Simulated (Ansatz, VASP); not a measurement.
# BAs: VASP beside Ansatz

```
As B
1.0
     0.00000    2.38850    2.38850
     2.38850    0.00000    2.38850
     2.38850    2.38850    0.00000
As B
1 1
Direct
  0.75000 0.75000 0.75000
  0.00000 0.00000 0.00000
```

Alike in both runs: functional PBEsol; k mesh 7 × 7 × 7; occupations fermi-dirac, width 0.05 eV; non-collinear spin, spin-orbit coupling.

|  | VASP | Ansatz |
| --- | --- | --- |
| version | VASP 6.6.1 | Ansatz 0.2.0 |
| potentials or method | VASP PAW PBE potentials, release 64 (As, B), cutoff 520 eV | all-electron LAPW, relativistic spinors |
| task | single point | band structure |

```csv
,VASP,Ansatz,Ansatz less VASP
gap on the k mesh at the Fermi level (eV),1.03,1.04,+0.011
least direct gap on the mesh (eV),3.04,3.04,+0.003
pressure (GPa),0.1,-0.8,-0.92
net moment per atom (μB),0.00,0.00,0.000
```

Ansatz ran all-electron here, so the differences hold the error of VASP's frozen core and of both bases.

Caveats: the PAW data sets were made with another functional, which shifts forces and pressure a little (VASP).
